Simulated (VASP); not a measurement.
# ZrB (Immm) in VASP: notebook, part 2 of 2

VASP 6.6.1.

**3. Single point, PBE (strain +0.0750 x Voigt [0, 0, 0, 1, 0, 0], atoms carried along)**

File INCAR:

```
PREC = Accurate
ENCUT = 520
EDIFF = 1E-6
ISMEAR = 0
SIGMA = 0.15
LREAL = False
LASPH = True
NELM = 100
ALGO = Fast
ISIF = 2
LWAVE = False
LCHARG = True
GGA = PE
LELF = True
LVHAR = True
NBANDS = 14
```

File KPOINTS:

```
Automatic mesh
0
Gamma
  18 18 18
```

File POSCAR:

```
ZrB
1.0
    0.0000000000      2.4121875000      2.4121875000
    2.3250000000      0.0871875000      2.3250000000
    2.3250000000      2.3250000000      0.0871875000
Zr B
1 1
Direct
    0.0000000000      0.0000000000      0.0000000000
    0.5000000000      0.5000000000      0.5000000000
```

Potentials or basis: VASP PAW PBE potentials, release 64 (Zr_sv, B).

Launch:

```console
$ cat potpaw_PBE.64/Zr_sv/POTCAR potpaw_PBE.64/B/POTCAR > POTCAR
$ mpirun -np 1 vasp_std > vasp.out
```

OUTCAR:

```text
PREC = Accurate
   ENCUT = 520
   EDIFF = 1E-6
   ISMEAR = 0
   LREAL = False
   LASPH = True
   NELM = 100
   ISIF = 2
   GGA = PE

 ion  position               nearest neighbor table
   1  0.000  0.000  0.000-   2 2.33   2 2.33   2 2.33   2 2.33   2 2.33   2 2.33
   2  0.500  0.500  0.500-   1 2.33   1 2.33   1 2.33   1 2.33   1 2.33   1 2.33

  LATTYP: Found a body centered orthorhombic cell.
 ALAT       =     3.1647447875
 B/A-ratio  =     1.0779220779
 C/A-ratio  =     1.4693127921

  Lattice vectors:

 A1 = (  -2.3250000000,   2.3250000000,   0.0871875000)
 A2 = (  -2.3250000000,  -2.3250000000,  -0.0871875000)
 A3 = (   2.3250000000,   0.0871875000,   2.3250000000)

Analysis of symmetry for initial positions (statically):
=====================================================================
 Subroutine PRICEL returns:
 Original cell was already a primitive cell.

 Routine SETGRP: Setting up the symmetry group for a
 body centered orthorhombic supercell.

 Subroutine GETGRP returns: Found  8 space group operations
 (whereof  8 operations were pure point group operations)
 out of a pool of  8 trial point group operations.

The static configuration has the point symmetry D_2h.

Analysis of symmetry for dynamics (positions and initial velocities):
=====================================================================
 Subroutine PRICEL returns:
 Original cell was already a primitive cell.

 Routine SETGRP: Setting up the symmetry group for a
 body centered orthorhombic supercell.

 Subroutine GETGRP returns: Found  8 space group operations
 (whereof  8 operations were pure point group operations)
 out of a pool of  8 trial point group operations.

The dynamic configuration has the point symmetry D_2h.

 Subroutine INISYM returns: Found  8 space group operations
 (whereof  8 operations are pure point group operations),
 and found     1 'primitive' translations

[... 126 lines left out ...]
 RMM-DIIS sequential band-by-band and
 Gauss-broadening in eV      SIGMA  =   0.15
  energy-cutoff  :      520.00
  volume of cell :       25.10
 maximum number of plane-waves:       692
 NGX is ok and might be reduce to    28
   NGX = 13   NGY = 13   NGZ = 13

 number of electron      15.0000000 magnetization

 Free energy of the ion-electron system (eV)
  ---------------------------------------------------
  ext. energy  EPLUGINS =         0.00000000
  ---------------------------------------------------
  free energy    TOTEN  =       -15.55479472 eV

  energy without entropy =      -15.54260708  energy(sigma->0) =      -15.54870090

 E-fermi :   9.0766     XC(G=0): -12.2292

 val. band max:        9.0757596188   @ k =   0.2222   0.0000   0.0000
 cond. band min:       9.0771852087   @ k =  -0.2222  -0.3889   0.1111
 fundamental gap:      0.0014255898
 Fermi energy:         9.0766153763

 k-point     1 :       0.0000    0.0000    0.0000
  band No.  band energies     occupation
      1     -37.7417      2.00000
      2     -15.5449      2.00000
      3     -15.4748      2.00000
      4     -15.4053      2.00000
      5       0.6974      2.00000
      6      10.4599      0.00000
      7      10.8580      0.00000
      8      11.5149      0.00000
      9      12.5979      0.00000
     10      12.7948      0.00000
     11      12.8045      0.00000
     12      12.8283      0.00000
     13      13.1955      0.00000
     14      20.2526      0.00000
[... 377 lines left out ...]
      1     -37.6701      2.00000
      2     -16.1190      2.00000
      3     -15.5416      2.00000
      4     -15.4872      2.00000
      5       2.7410      2.00000
      6       7.3370      2.00000
      7       8.3492      2.00000
      8       8.9994      1.53322
      9      12.5945      0.00000
     10      13.6763      0.00000
     11      14.5556      0.00000
     12      18.3830      0.00000
     13      19.8708      0.00000
     14      21.2033      0.00000

 [... further k-points ...]

------------------------ aborting loop because EDIFF is reached ----------------------------------------

  FORCE on cell =-STRESS in cart. coord.  units (eV):
  Direction    XX          YY          ZZ          XY          YZ          ZX
  --------------------------------------------------------------------------------------
  -------------------------------------------------------------------------------------
  Total        5.4945575      5.5380356      5.5380356      0.0000000     -0.6616365     -0.0000000
  in kB      350.7160123    353.4912092    353.4912092      0.0000000    -42.2320678     -0.0000000
  external PRESSURE =     352.5661436 kB  Pullay stress =       0.0000000 kB

 VOLUME and BASIS-vectors are now :
 -----------------------------------------------------------------------------
  energy-cutoff  :      520.00
  volume of cell :       25.10
      direct lattice vectors                 reciprocal lattice vectors
     0.000000000  2.412187500  2.412187500    -0.215053763  0.207280736  0.207280736
     2.325000000  0.087187500  2.325000000     0.215053763 -0.223432481  0.223432481
     2.325000000  2.325000000  0.087187500     0.215053763  0.223432481 -0.223432481

 POSITION                                       TOTAL-FORCE (eV/Angst)
 -----------------------------------------------------------------------------------
      0.00000      0.00000      0.00000        -0.000000      0.000000     -0.000000
      2.32500      2.41219      2.41219         0.000000     -0.000000      0.000000
 -----------------------------------------------------------------------------------
    total drift:                               -0.000000      0.000000      0.000000

  FREE ENERGIE OF THE ION-ELECTRON SYSTEM (eV)
  ---------------------------------------------------
  free  energy   TOTEN  =       -15.5547947168 eV

  energy  without entropy=      -15.5426070816  energy(sigma->0) =      -15.54870090
```

OSZICAR:

```text
N       E                     dE             d eps       ncg     rms          rms(c)
DAV:   1     0.976662448644E+02    0.97666E+02   -0.79085E+03 24244   0.104E+03
DAV:   2    -0.133655355078E+02   -0.11103E+03   -0.10510E+03 29746   0.287E+02
DAV:   3    -0.172221298563E+02   -0.38566E+01   -0.38162E+01 36412   0.452E+01
DAV:   4    -0.172923186825E+02   -0.70189E-01   -0.70155E-01 28774   0.570E+00
DAV:   5    -0.172942115450E+02   -0.18929E-02   -0.18928E-02 36510   0.615E-01    0.234E+01
RMM:   6    -0.155416916001E+02    0.17525E+01   -0.20413E+00 26105   0.912E+00    0.940E+00
RMM:   7    -0.155342954047E+02    0.73962E-02   -0.50306E-01 31562   0.372E+00    0.298E+00
RMM:   8    -0.155474424055E+02   -0.13147E-01   -0.14544E-01 36487   0.203E+00    0.580E-01
RMM:   9    -0.155532510825E+02   -0.58087E-02   -0.63560E-02 38302   0.116E+00    0.523E-01
RMM:  10    -0.155539872104E+02   -0.73613E-03   -0.14550E-02 36847   0.846E-01    0.791E-02
RMM:  11    -0.155546106371E+02   -0.62343E-03   -0.57511E-03 40995   0.391E-01    0.145E-01
RMM:  12    -0.155548408689E+02   -0.23023E-03   -0.14139E-03 43906   0.165E-01    0.210E-01
RMM:  13    -0.155547875235E+02    0.53345E-04   -0.32133E-04 40608   0.131E-01    0.121E-01
RMM:  14    -0.155547858856E+02    0.16378E-05   -0.10527E-04 40965   0.847E-02    0.754E-02
RMM:  15    -0.155547897647E+02   -0.38790E-05   -0.33738E-05 39904   0.426E-02    0.492E-02
RMM:  16    -0.155547924965E+02   -0.27318E-05   -0.21677E-05 37848   0.457E-02    0.141E-02
RMM:  17    -0.155547942231E+02   -0.17266E-05   -0.70273E-06 32254   0.217E-02    0.184E-03
RMM:  18    -0.155547947168E+02   -0.49375E-06   -0.28105E-06 26785   0.104E-02
   1 F= -.15554795E+02 E0= -.15548701E+02  d E =-.121876E-01
```

Wall time 2.6 min (1 thread of Intel Xeon 6975P-C (Granite Rapids), shared host); peak memory 0.41 GiB.

What came out:

* Free energy: -15.5548 eV
* Pressure: 35.3 GPa
* Band gap on the k mesh: none (metal or under the smearing width)

Caveat: so large a pressure means that the cell lies far from this level's equilibrium, or that cutoff or potentials fall short.

**4. Single point, PBE (strain -0.1000 x Voigt [0, 0, 0, 1, 0, 0], atoms carried along)**

File INCAR:

```
SYSTEM = ZrB
PREC = Accurate ; ENCUT = 520
EDIFF = 1E-6 ; ISMEAR = 0
SIGMA = 0.15 ; LREAL = .FALSE.
LASPH = .TRUE. ; NELM = 100
ALGO = Fast ; ISIF = 2
LWAVE = .FALSE. ; LCHARG = .FALSE.
GGA = PE ; NBANDS = 14
```

File KPOINTS:

```
regular mesh
0
G
  18 18 18
  0 0 0
```

File POSCAR:

```
ZrB
1.0
    0.0000000000      2.2087500000      2.2087500000
    2.3250000000     -0.1162500000      2.3250000000
    2.3250000000      2.3250000000     -0.1162500000
Zr B
1 1
Direct
    0.0000000000      0.0000000000      0.0000000000
    0.5000000000      0.5000000000      0.5000000000
```

Launch:

```console
$ cat potpaw_PBE.64/Zr_sv/POTCAR potpaw_PBE.64/B/POTCAR > POTCAR
$ mpirun -np 1 vasp_std > vasp.out
```

Run time: 2.1 min. Hardware: 1 thread of Intel Xeon 6975P-C (Granite Rapids), shared host; peak memory 0.41 GiB.

Results (log left out):

```yaml
Free_energy: -15.5302 eV
Pressure: 35.5 GPa
Band_gap_on_the_k_mesh: none (metal or under the smearing width)
```

Stress tensor (GPa, compression positive):
```
35.09  0.00  0.00
 0.00 35.66  5.15
 0.00  5.15 35.66
```

Levels at points of the mesh, in eV from the Fermi level:
```csv
k point,band 6,band 7,band 8,band 9,band 10,band 11
"(0.00, 0.00, 0.00)",1.19,1.67,2.60,3.42,3.69,3.72
"(0.50, 0.00, 0.00)",-3.41,-2.13,-1.38,5.48,5.91,7.97
"(0.00, 0.50, 0.00)",-3.96,-1.56,-0.69,4.70,6.00,7.27
"(0.50, 0.50, 0.00)",-1.20,-0.42,2.48,2.51,5.22,6.80
"(0.00, 0.50, 0.50)",-1.21,-0.38,1.96,3.10,5.49,6.90
```

Caveat: so large a pressure means that the cell lies far from this level's equilibrium, or that cutoff or potentials fall short.

**5. Overview**

```tsv
cell	further INCAR settings	gap on the mesh (eV)	pressure (GPa)
strain +0.0875 x Voigt [0, 0, 0, 1, 0, 0], atoms carried along	ALGO = Fast; EDIFF = 1e-07; NBANDS = 14	none	35.4
strain +0.0750 x Voigt [0, 0, 0, 1, 0, 0], atoms carried along	ALGO = Fast; EDIFF = 1e-06; NBANDS = 14	none	35.3
strain -0.1000 x Voigt [0, 0, 0, 1, 0, 0], atoms carried along	ALGO = Fast; EDIFF = 1e-06; NBANDS = 14	none	35.5
```

Alike in all rows: task single point; level PBE; potentials or basis VASP PAW PBE potentials, release 64 (Zr_sv, B); no spin polarisation; k mesh 18 × 18 × 18; cutoff (eV) 520; smearing gaussian 0.15 eV.

Caveats: so large a pressure means that the cell lies far from this level's equilibrium, or that cutoff or potentials fall short.

Absolute energies hang on the potentials; compare differences alone.
